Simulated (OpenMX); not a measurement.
## MgTe under changes of volume

One of the cells (34.436 Å³/atom); the others are scaled copies at fixed shape and fractional positions:

```
Te Mg
1.0
     0.00000    3.25340    3.25340
     3.25340    0.00000    3.25340
     3.25340    3.25340    0.00000
Te Mg
1 1
Direct
  0.25000 0.25000 0.25000
  0.00000 0.00000 0.00000
```

The cell comes from a database or a generator and needn't be the stable form of this composition.

```yaml
Program: OpenMX 3.8.5
Functional: PBE
Potentials_or_basis: OpenMX 2013 PBE set, Te7.0-s3p2d2f1, Mg7.0-s3p2d1, fixed grid of 50 × 50 × 50 points
k_mesh: 7 × 7 × 7
Occupations: fermi-dirac, width 0.05 eV
Spin: no spin polarisation
```

```csv
volume (Å³/atom),energy over the lowest point (meV/atom),gap on the mesh (eV)
31.735,?,?
32.410,27.36,2.90
33.086,15.65,2.78
34.436,2.22,2.56
35.111,0.00,2.46
35.787,0.39,2.37
```

Question: What does the run at 31.735 Å³/atom give?

Answer: Energy over the lowest point 43.01 meV/atom; gap on the mesh 2.91 eV.

Worked out: A Birch-Murnaghan fit of order 3 (a polynomial in V^(-2/3)) to the other rows has its minimum at 35.34 Å³/atom with B0 = V·E''(V) = 32 GPa and B' = 3.4. It gives 42.79 meV/atom at 31.735 Å³/atom, against the run's 43.01. A straight line through the other rows of the gap, of slope -5.37 eV per unit of ln V, extrapolates to 3.01 eV, against the run's 2.91.

Energies are extrapolated to zero smearing.

Caveats: the basis has few d functions beyond the semicore shells, which can make volumes several per cent too large; spin-orbit coupling is left out, which moves the levels of the heavy elements; the basis of atomic orbitals isn't converged, which shifts pressures, moduli and gaps; an odd mesh through Γ misses points on the zone boundary, where band edges often lie (some runs).
